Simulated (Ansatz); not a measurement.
# What settings do to one calculation: H started at a second open point in rocksalt LiF, 65 atoms, charge −1

Ansatz (PAW, plane waves), atoms fixed. The base input:

```yaml
crystal:
  lattice:
    - [8.015185, 0.000000, 0.000000]
    - [0.000000, 8.015185, 0.000000]
    - [0.000000, 0.000000, 8.015185]
  atoms:
    - { symbol: F, position: [0.253358, 0.993490, 0.997139] }
    - { symbol: F, position: [0.246590, 0.000335, 0.511983] }
    - { symbol: F, position: [0.259023, 0.492775, 0.003033] }
    - { symbol: F, position: [0.257113, 0.498158, 0.494308] }
    - { symbol: F, position: [0.754321, 0.000380, 0.999279] }
    - { symbol: F, position: [0.753184, 0.003735, 0.505611] }
    - { symbol: F, position: [0.750395, 0.498938, 0.996051] }
    - { symbol: F, position: [0.749030, 0.500985, 0.500540] }
    - { symbol: F, position: [0.996173, 0.247967, 0.995460] }
    - { symbol: F, position: [0.999596, 0.251187, 0.511549] }
    - { symbol: F, position: [0.998999, 0.745406, 0.992753] }
    - { symbol: F, position: [0.999967, 0.750530, 0.500504] }
    - { symbol: F, position: [0.496588, 0.252458, 0.000490] }
    - { symbol: F, position: [0.495341, 0.247923, 0.500611] }
    - { symbol: F, position: [0.496261, 0.755556, 0.998298] }
    - { symbol: F, position: [0.497630, 0.747614, 0.507140] }
    - { symbol: F, position: [0.001489, 0.992997, 0.245935] }
    - { symbol: F, position: [0.992800, 0.994518, 0.750605] }
    - { symbol: F, position: [0.008595, 0.495632, 0.247463] }
    - { symbol: F, position: [0.007069, 0.501950, 0.741177] }
    - { symbol: F, position: [0.493155, 0.999478, 0.242720] }
    - { symbol: F, position: [0.501947, 0.011209, 0.744725] }
    - { symbol: F, position: [0.499216, 0.503558, 0.254071] }
    - { symbol: F, position: [0.499208, 0.501527, 0.751362] }
    - { symbol: F, position: [0.240844, 0.256880, 0.246310] }
    - { symbol: F, position: [0.253356, 0.245439, 0.764559] }
    - { symbol: F, position: [0.248183, 0.749107, 0.252250] }
    - { symbol: F, position: [0.247842, 0.751108, 0.758936] }
    - { symbol: F, position: [0.750978, 0.245871, 0.248248] }
    - { symbol: F, position: [0.757100, 0.244551, 0.753785] }
    - { symbol: F, position: [0.751637, 0.742364, 0.257111] }
    - { symbol: F, position: [0.752728, 0.747496, 0.747867] }
    - { symbol: Li, position: [0.002236, 0.004048, 0.002984] }
    - { symbol: Li, position: [0.996399, 0.994896, 0.496169] }
    - { symbol: Li, position: [0.003122, 0.504917, 0.005590] }
    - { symbol: Li, position: [0.001289, 0.499312, 0.494766] }
    - { symbol: Li, position: [0.500071, 0.999064, 0.007672] }
    - { symbol: Li, position: [0.491472, 0.995004, 0.499445] }
    - { symbol: Li, position: [0.502871, 0.503248, 0.991843] }
    - { symbol: Li, position: [0.500026, 0.503657, 0.506548] }
    - { symbol: Li, position: [0.244527, 0.246628, 0.993180] }
    - { symbol: Li, position: [0.245762, 0.260569, 0.503697] }
    - { symbol: Li, position: [0.248408, 0.755239, 0.004609] }
    - { symbol: Li, position: [0.251453, 0.747171, 0.507624] }
    - { symbol: Li, position: [0.763053, 0.244875, 0.997639] }
    - { symbol: Li, position: [0.757024, 0.244311, 0.503882] }
    - { symbol: Li, position: [0.746416, 0.758268, 0.994431] }
    - { symbol: Li, position: [0.744757, 0.752978, 0.496825] }
    - { symbol: Li, position: [0.248889, 0.993940, 0.254546] }
    - { symbol: Li, position: [0.257200, 0.998693, 0.736738] }
    - { symbol: Li, position: [0.244007, 0.495746, 0.245863] }
    - { symbol: Li, position: [0.247526, 0.498700, 0.746744] }
    - { symbol: Li, position: [0.747009, 0.996330, 0.251656] }
    - { symbol: Li, position: [0.748576, 0.004324, 0.748451] }
    - { symbol: Li, position: [0.746123, 0.503823, 0.246521] }
    - { symbol: Li, position: [0.752658, 0.500470, 0.754802] }
    - { symbol: Li, position: [0.003661, 0.255219, 0.253567] }
    - { symbol: Li, position: [0.005131, 0.242994, 0.748625] }
    - { symbol: Li, position: [0.997087, 0.740448, 0.245932] }
    - { symbol: Li, position: [0.999941, 0.749575, 0.746655] }
    - { symbol: Li, position: [0.499832, 0.248328, 0.250539] }
    - { symbol: Li, position: [0.498623, 0.253781, 0.753130] }
    - { symbol: Li, position: [0.500284, 0.747226, 0.256494] }
    - { symbol: Li, position: [0.500554, 0.742294, 0.755267] }
    - { symbol: H, position: [0.371731, 0.365610, 0.365749] }
  symmetry: { detect: false }
kpoints:
  mp_grid: { grid: [1, 1, 1], shift: [0.25, 0.25, 0.25] }
hamiltonian:
  xc: pbesol
total_charge: -1
scf:
  occupations: { method: fermi_dirac, width: 0.01 }
output:
  forces: true
  eigenvalues: true
  populations: true
  charged_corrections: { epsilon: 9 }
  eigenstates: { kpoints: [[0.25, 0.25, 0.25]], e_range: [-6.0, 6.0], localisation: true }
```

Command:

```sh
ansatz run in.yaml --threads 8 --pin off --max-ram 13300MiB --runs-dir r --events-out ev --progress --plain
```

It converged in 11 iterations and 9.8 s of wall time on 8 threads of a Neoverse-V2 processor, on a host shared with other runs; peak host memory 1.1 GiB; largest force component 2.84 eV/Å. The cutoff was the default, 420 eV. The base isn't a converged reference: it has few k points, and its atoms are unrelaxed. Each run below changes the keys shown and caps the iterations.

```tsv
run	changed	ending	iterations	free energy less the base (meV per atom)	rms change of forces (eV/Å)	change of pressure (GPa)	wall time (s, shared host)
1	xc pbe, mixing beta 0.4, max_iter 100	converged	14	other zero	0.067	–	4 CPU
2	accuracy low (cutoff and grids as in the base), max_iter 80	converged	11	0.0	0.000	–	3.7 CPU
3	max_iter 50	converged	11	0.0	0.000	–	3.7 CPU
4	mixing algorithm anderson, accuracy low (cutoff and grids as in the base), xc_grid 2 (2 is the default), max_iter 100	converged	12	0.0	0.000	–	5.3 CPU
5	initial_magnetization 4, max_iter 50	converged	18	0.0	0.000	–	13 CPU
6	max_iter 50, k points a 3×3×3 mesh centred on Γ	converged	10	-0.1	0.017	–	33 CPU
```

«Other zero»: another functional, charge or dispersion term moves the zero of energy, so the difference says nothing of accuracy.

Which changes leave the result alone, and which of the same physical model moves the forces most?

The forces move by under 0.002 eV/Å in runs 2, 3, 4, 5. Run 6 (max_iter 50, k points a 3×3×3 mesh centred on Γ) moves them most among the runs with the same functional, charge and dispersion term, by 0.017 eV/Å.
